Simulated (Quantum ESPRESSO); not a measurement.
# SnTe (F-43m) in Quantum ESPRESSO: equation of state, part 2 of 2

Quantum ESPRESSO 7.5. Earlier steps stand in the parts before.

## (6) Single point, PBE, 48.03 Å³/atom

pw.in

```
&CONTROL
  calculation = 'scf'
  prefix = 'pwscf'
  outdir = './tmp'
  pseudo_dir = './pseudo'
  tprnfor = .true.
  tstress = .true.
  disk_io = 'nowf'
/
&SYSTEM
  ibrav = 0
  nat = 2
  ntyp = 2
  ecutwfc = 60
  ecutrho = 480
  nbnd = 16
  occupations = 'smearing'
  smearing = 'fd'
  degauss = 0.00367493
/
&ELECTRONS
  conv_thr = 4d-10
  electron_maxstep = 120
  mixing_beta = 0.5
/
ATOMIC_SPECIES
Te   127.6000 Te_pbe_v1.uspp.F.UPF
Sn   118.7100 Sn_pbe_v1.uspp.F.UPF
CELL_PARAMETERS angstrom
   0.0000000000    3.6350615711    3.6350615711
   3.6350615711    0.0000000000    3.6350615711
   3.6350615711    3.6350615711    0.0000000000
ATOMIC_POSITIONS crystal
Te     0.2500000000    0.2500000000    0.2500000000
Sn     0.0000000000    0.0000000000    0.0000000000
K_POINTS automatic
7 7 7 0 0 0
```

Potentials or basis: SSSP 1.3 efficiency PBE.

Launch:

```bash
$ OMP_NUM_THREADS=1 pw.x -in pw.in > pw.out
```

pw.out:

```text
This program is part of the open-source Quantum ESPRESSO suite
     for quantum simulation of materials; please cite
[... 9 lines left out ...]
     --------------------
     sticks:   dense  smooth     PW     G-vecs:    dense   smooth      PW
     Sum        3115    1555    439               115147    40821    6231

     Using Slab Decomposition

     bravais-lattice index     =            0
     lattice parameter (alat)  =       9.7146  a.u.
     unit-cell volume          =     648.2789 (a.u.)^3
     number of atoms/cell      =            2
     number of atomic types    =            2
     number of electrons       =        20.00
     number of Kohn-Sham states=           16
     kinetic-energy cutoff     =      60.0000  Ry
     charge density cutoff     =     480.0000  Ry
     scf convergence threshold =      4.0E-10
     mixing beta               =       0.5000
     number of iterations used =            8  plain     mixing
     Exchange-correlation= SLA  PW   PBE  PBE
                           (   1   4   3   4   0   0   0)

     celldm(1)=   9.714616  celldm(2)=   0.000000  celldm(3)=   0.000000
     celldm(4)=   0.000000  celldm(5)=   0.000000  celldm(6)=   0.000000

     crystal axes: (cart. coord. in units of alat)
               a(1) = (   0.000000   0.707107   0.707107 )
               a(2) = (   0.707107   0.000000   0.707107 )
               a(3) = (   0.707107   0.707107   0.000000 )

     reciprocal axes: (cart. coord. in units 2 pi/alat)
               b(1) = ( -0.707107  0.707107  0.707107 )
               b(2) = (  0.707107 -0.707107  0.707107 )
               b(3) = (  0.707107  0.707107 -0.707107 )

     PseudoPot. # 1 for Te read from file:
     Te_pbe_v1.uspp.F.UPF
     Pseudo is Ultrasoft + core correction, Zval =  6.0
     Generated by new atomic code, or converted to UPF format
     Using radial grid of  891 points,  5 beta functions with:
                l(1) =   0
                l(2) =   0
                l(3) =   1
                l(4) =   1
                l(5) =   2
     Q(r) pseudized with  6 coefficients,  rinner =    1.800   1.800   1.800
                                                       1.800   1.800

     PseudoPot. # 2 for Sn read from file:
     Sn_pbe_v1.uspp.F.UPF
     Pseudo is Ultrasoft + core correction, Zval = 14.0
     Generated by new atomic code, or converted to UPF format
     Using radial grid of  891 points,  6 beta functions with:
                l(1) =   0
                l(2) =   0
                l(3) =   1
                l(4) =   1
                l(5) =   2
                l(6) =   2
     Q(r) pseudized with  6 coefficients,  rinner =    1.200   1.200   1.200
                                                       1.200   1.200

     atomic species   valence    mass     pseudopotential
     Te                6.00   127.60000     Te( 1.00)
     Sn               14.00   118.71000     Sn( 1.00)

     24 Sym. Ops. (no inversion) found

   Cartesian axes

     site n.     atom                  positions (alat units)
         1        Te     tau(   1) = (   0.3535534   0.3535534   0.3535534  )
         2        Sn     tau(   2) = (   0.0000000   0.0000000   0.0000000  )

     number of k points=    20  Fermi-Dirac smearing, width (Ry)=  0.0037
                       cart. coord. in units 2pi/alat
        k(    1) = (   0.0000000   0.0000000   0.0000000), wk =   0.0058309
        k(    2) = (   0.1010153   0.1010153  -0.1010153), wk =   0.0466472
        k(    3) = (   0.2020305   0.2020305  -0.2020305), wk =   0.0466472
        k(    4) = (   0.3030458   0.3030458  -0.3030458), wk =   0.0466472
        k(    5) = (   0.2020305  -0.0000000   0.0000000), wk =   0.0349854
        k(    6) = (   0.3030458   0.1010153  -0.1010153), wk =   0.1399417
[... 12 lines left out ...]
        k(   19) = (  -0.1010153  -0.5050763   0.7071068), wk =   0.1399417
        k(   20) = (  -0.0000000  -0.4040610   0.6060915), wk =   0.1399417

     Dense  grid:   115147 G-vectors     FFT dimensions: (  72,  72,  72)

     Smooth grid:    40821 G-vectors     FFT dimensions: (  48,  48,  48)

     Initial potential from superposition of free atoms

     starting charge      18.9997, renormalised to      20.0000
     Starting wfcs are   13 randomized atomic wfcs +    3 random wfcs

     Self-consistent Calculation

     iteration #  1     ecut=    60.00 Ry     beta= 0.50
     Davidson diagonalization with overlap
     ethr =  1.00E-02,  avg # of iterations =  7.5

     total energy              =    -189.54628551 Ry
     estimated scf accuracy    <       0.70247381 Ry
[... 57 lines left out ...]
     iteration # 10     ecut=    60.00 Ry     beta= 0.50
     Davidson diagonalization with overlap
     ethr =  6.17E-12,  avg # of iterations =  2.0

     End of self-consistent calculation

          k = 0.0000 0.0000 0.0000 (  5029 PWs)   bands (ev):

   -17.9886 -17.9886 -17.9886 -17.9816 -17.9816  -7.5951  -1.4016   1.9459
     1.9459   1.9459   4.8424   4.8424   4.8424   8.0001  10.2459  10.2459

          k = 0.1010 0.1010-0.1010 (  5065 PWs)   bands (ev):
[... 71 lines left out ...]
   -17.9910 -17.9863 -17.9862 -17.9821 -17.9809  -6.8746  -3.4667   0.5996
     0.8554   3.3080   4.3238   7.2942   7.3936   8.9884  10.3654  11.2067

          k = 0.4041 0.2020 0.0000 (  5091 PWs)   bands (ev):

   -17.9899 -17.9873 -17.9871 -17.9818 -17.9812  -7.1439  -2.9038   0.8280
     1.2658   3.0488   4.7168   6.1949   6.3503   8.9119  10.1609  10.8092

          k =-0.2020-0.4041 0.6061 (  5099 PWs)   bands (ev):
[... 11 lines left out ...]
   -17.9903 -17.9870 -17.9862 -17.9818 -17.9811  -6.8884  -3.4291   0.4388
     0.8256   3.6325   5.2087   6.2257   6.9524   8.8259  10.2002  11.1844

     the Fermi energy is     3.8536 ev

!    total energy              =    -189.74606976 Ry
     estimated scf accuracy    <          8.5E-11 Ry
     smearing contrib. (-TS)   =      -0.00006571 Ry
     internal energy E=F+TS    =    -189.74600405 Ry

     The total energy is F=E-TS. E is the sum of the following terms:
     one-electron contribution =     -99.25535475 Ry
     hartree contribution      =      58.59704245 Ry
     xc contribution           =     -61.85767299 Ry
     ewald contribution        =     -87.23001876 Ry

     convergence has been achieved in  10 iterations

     Forces acting on atoms (cartesian axes, Ry/au):

     atom    1 type  1   force =    -0.00000000   -0.00000000    0.00000000
     atom    2 type  2   force =     0.00000000    0.00000000    0.00000000

     Total force =     0.000000     Total SCF correction =     0.000000

     Computing stress (Cartesian axis) and pressure

          total   stress  (Ry/bohr**3)                   (kbar)     P=       -5.40
  -0.00003669   0.00000000   0.00000000           -5.40        0.00        0.00
   0.00000000  -0.00003669   0.00000000            0.00       -5.40        0.00
   0.00000000   0.00000000  -0.00003669            0.00        0.00       -5.40

=------------------------------------------------------------------------------=
   JOB DONE.
=------------------------------------------------------------------------------=
```

It took 21 s on 1 thread of AMD EPYC 9R45 (Zen 5), shared host; peak memory 0.47 GiB.

Results:

| Item | Value |
| --- | --- |
| Free energy | -2581.6268 eV |
| Pressure | -0.5 GPa |
| Band gap on the k mesh | 0.37 eV, indirect (least direct gap 0.84 eV) |

Caveat: spin-orbit coupling is left out, which moves the levels of the heavy elements; an odd mesh through Γ misses points on the zone boundary, where band edges often lie.

## (7) Single point, PBE, 48.97 Å³/atom

Changes to pw.in since step 6:

```diff
@@ -29,5 +29,5 @@
 CELL_PARAMETERS angstrom
-   0.0000000000    3.6350615711    3.6350615711
-   3.6350615711    0.0000000000    3.6350615711
-   3.6350615711    3.6350615711    0.0000000000
+   0.0000000000    3.6586665285    3.6586665285
+   3.6586665285    0.0000000000    3.6586665285
+   3.6586665285    3.6586665285    0.0000000000
 ATOMIC_POSITIONS crystal
```

Launch:

```bash
$ OMP_NUM_THREADS=1 pw.x -in pw.in > pw.out
```

Wall time 21 s (1 thread of AMD EPYC 9R45 (Zen 5), shared host); peak memory 0.48 GiB.

Results (log left out):

```
Free energy            : -2581.6180 eV
Pressure               : -1.0 GPa
Band gap on the k mesh : 0.41 eV, indirect (least direct gap 0.86 eV)
```

Caveat: spin-orbit coupling is left out, which moves the levels of the heavy elements; an odd mesh through Γ misses points on the zone boundary, where band edges often lie.

## (8) Single point, PBE, 49.92 Å³/atom

Changes to pw.in since step 7:

```diff
@@ -29,5 +29,5 @@
 CELL_PARAMETERS angstrom
-   0.0000000000    3.6586665285    3.6586665285
-   3.6586665285    0.0000000000    3.6586665285
-   3.6586665285    3.6586665285    0.0000000000
+   0.0000000000    3.6819707652    3.6819707652
+   3.6819707652    0.0000000000    3.6819707652
+   3.6819707652    3.6819707652    0.0000000000
 ATOMIC_POSITIONS crystal
```

Launch:

```bash
$ OMP_NUM_THREADS=1 pw.x -in pw.in > pw.out
```

Run time: 22 s. Hardware: 1 thread of AMD EPYC 9R45 (Zen 5), shared host; peak memory 0.48 GiB.

Results (log left out):

```yaml
Free_energy: -2581.6046 eV
Pressure: -1.3 GPa
Band_gap_on_the_k_mesh: 0.45 eV, indirect (least direct gap 0.88 eV)
```

Caveat: spin-orbit coupling is left out, which moves the levels of the heavy elements; an odd mesh through Γ misses points on the zone boundary, where band edges often lie.

## (9) Equation of state, PBE

Potentials or basis: SSSP 1.3 efficiency PBE.

No new run: the results of the series are fitted here.

Results:

| Property | Result |
| --- | --- |
| Equilibrium volume | 46.95 Å³/atom |
| Bulk modulus | 24 GPa |
| Pressure derivative of the bulk modulus | 3.7 |

Energy against volume, from the lowest point:
| volume (Å³/atom) | energy (meV/atom) |
| --- | --- |
| 44.265 | 12.82 |
| 45.207 | 5.22 |
| 46.149 | 1.05 |
| 47.091 | 0.00 |
| 48.033 | 1.80 |
| 48.974 | 6.18 |
| 49.916 | 12.91 |
